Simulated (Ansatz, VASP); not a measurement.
## Two plane-wave programs on Ag

```
CELL_PARAMETERS angstrom
-1.69053 1.69053 1.47645
1.69053 -1.69053 1.47645
1.69053 1.69053 -1.47645
ATOMIC_POSITIONS crystal
Ag 0.50000 0.50000 0.00000
```

Alike in both runs: task relaxation of cell and atoms; functional PBEsol; k mesh 24 × 24 × 24; occupations gaussian, width 0.1 eV; no spin polarisation.

|  | VASP | Ansatz |
| --- | --- | --- |
| version | VASP 6.6.1 | Ansatz 0.2.0 |
| potentials or method | VASP PAW PBE potentials, release 64 (Ag) | scalar-relativistic, plane waves, PAW |
| plane-wave cutoff (eV) | 600 | 420 |
| valence electrons in the cell | 11 | 19 |

|  | VASP | Ansatz | Ansatz less VASP |
| --- | --- | --- | --- |
| gap on the k mesh at the Fermi level, each at its own relaxed structure (eV) | none | none | - |
| relaxed volume (Å³/atom) | 16.76 | 16.79 | +0.033 |
| relaxed cell length with the largest relative difference (Å) | 2.798 | 2.800 | +0.0016 |

A gap of «none» marks a metal or a gap that the smearing closes. The two sets of potentials don't hold the same shells in valence.

Caveats: the PAW data sets were made with another functional, which shifts forces and pressure a little (VASP).
